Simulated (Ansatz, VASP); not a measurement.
**Two plane-wave programs on Hg**

The input INCAR:

```
SYSTEM = Hg
ALGO = Normal ; EDIFF = 1E-7
ENCUT = 520 ; GGA = PE
ISIF = 2 ; ISMEAR = -1
LASPH = .True. ; LCHARG = .False.
LREAL = .False. ; LWAVE = .False.
NBANDS = 12 ; NELM = 80
PREC = Accurate ; SIGMA = 0.05
```

KPOINTS

```
k-points
0
Gamma
  9 9 9
  0 0 0
```

The input POSCAR:

```
Hg
1.0
    2.0956079662     -2.6364620889      0.0000000000
    2.0956079662      2.6364620889      0.0000000000
   -2.0865424864      0.0000000000      2.8531104423
Hg
1
Direct
    0.0000000000      0.0000000000      0.0000000000
```

input.yaml

```yaml
crystal:
  lattice:
    - [2.0956079662, -2.6364620889, 0.0]
    - [2.0956079662, 2.6364620889, 0.0]
    - [-2.0865424864, 0.0, 2.8531104423]
  atoms:
    - { symbol: Hg, position: [0.0, 0.0, 0.0] }
hamiltonian:
  xc: pbe
  pseudopotentials: { kind: paw }
kpoints:
  mp_grid: { grid: [9, 9, 9] }
scf:
  occupations: { method: fermi_dirac, width: 0.05 }
output:
  forces: true
  stress: true
  eigenvalues: true
  write_density: true
  write_potential: true
  elf: true
  volumetric_format: npy
```

Change from the starting cell: volume scaled by 0.96.

Alike in both runs: task single point; functional PBE; k mesh 9 × 9 × 9; occupations fermi-dirac, width 0.05 eV; no spin polarisation.

|  | VASP | Ansatz |
| --- | --- | --- |
| version | VASP 6.6.1 | Ansatz 0.2.0 |
| potentials or method | VASP PAW PBE potentials, release 64 (Hg) | Ansatz PAW |
| plane-wave cutoff (eV) | 520 | 420 |
| valence electrons in the cell | 12 | 20 |

Ansatz gave:

| Quantity | Value |
| --- | --- |
| gap on the k mesh at the Fermi level (eV) | none |
| pressure (GPa) | -0.6 |
| largest component of the traceless stress (GPa) | 0.43 |

**Question.** What did VASP give for the same quantities?

**Answer.** gap on the k mesh at the Fermi level (eV): none; pressure (GPa): -0.5; largest component of the traceless stress (GPa): 0.45.

A gap of «none» marks a metal or a gap that the smearing closes. With one functional, cell and mesh, what is left measures potentials, basis and numerics. The two sets of potentials don't hold the same shells in valence.

The runs have no spin-orbit coupling, so splittings on Hg are missing.
